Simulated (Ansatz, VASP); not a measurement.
## One calculation of Rb, two programs

```
Rb
1.0
     0.00000    3.56558    3.56558
     3.56558    0.00000    3.56558
     3.56558    3.56558    0.00000
Rb
1
Direct
  0.00000 0.00000 0.00000
```

Change from the starting cell: volume scaled by 0.94.

Alike in both runs: task single point; functional PBE; k mesh 6 × 6 × 6; occupations fermi-dirac, width 0.05 eV; no spin polarisation.

|  | VASP | Ansatz |
| --- | --- | --- |
| version | VASP 6.6.1 | Ansatz 0.2.0 |
| potentials or method | VASP PAW PBE potentials, release 64 (Rb_sv) | Ansatz PAW |
| plane-wave cutoff (eV) | 520 | 420 |
| valence electrons in the cell | 9 | 9 |

|  | VASP | Ansatz | Ansatz less VASP |
| --- | --- | --- | --- |
| gap on the k mesh at the Fermi level (eV) | none | none | - |
| pressure (GPa) | 0.0 | 0.0 | 0.00 |

A gap of «none» marks a metal or a gap that the smearing closes. The functional is the same, so the differences come from potentials, cutoffs and numerics.
